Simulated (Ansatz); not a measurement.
# Rh: experiment and calculation

**Experimental background.**

From “Strong-coupling superconductivity of SrIr2 and SrRh2: Phonon engineering of metallic Ir and Rh”, 2021, arxiv:2108.03692, for a bulk crystal of Rh: lattice constant a 3.803 Å.

The results are compared with them further down.

The calculation used Ansatz 0.2.0, DFT PBE, scalar-relativistic, plane waves, PAW.

Plane waves to 420 eV, a k mesh through Γ of 18×18×18 on the computed 1-atom cell and Gaussian smearing (0.10 eV); no spin polarisation.

Relaxed structure, symmetry kept:

```xyz
1
Lattice="0.0000 1.9150 1.9150 1.9150 0.0000 1.9150 1.9150 1.9150 0.0000" Properties=species:S:1:pos:R:3 pbc="T T T"
Rh    0.0000    0.0000    0.0000
```

```
Space group                                                       : Fm-3m (No. 225)
Volume per atom                                                   : 14.05 Å³
Formation energy from the elements' standard states (uncorrected) : 0.000 eV/atom
Kohn–Sham band gap                                                : none (metal)
Density of states at the Fermi level                              : 1.34 states/eV per cell
Löwdin character within 0.5 eV of the Fermi level                 : Rh 4d 96 %
Bader charges (e)                                                 : Rh (1 in the cell) 0.00
```

Against the measured lattice constant a of Rh, 3.803 Å (quoted in the paper above), the calculated 3.830 Å is off by +0.7 %. The calculation is for 0 K without zero-point motion.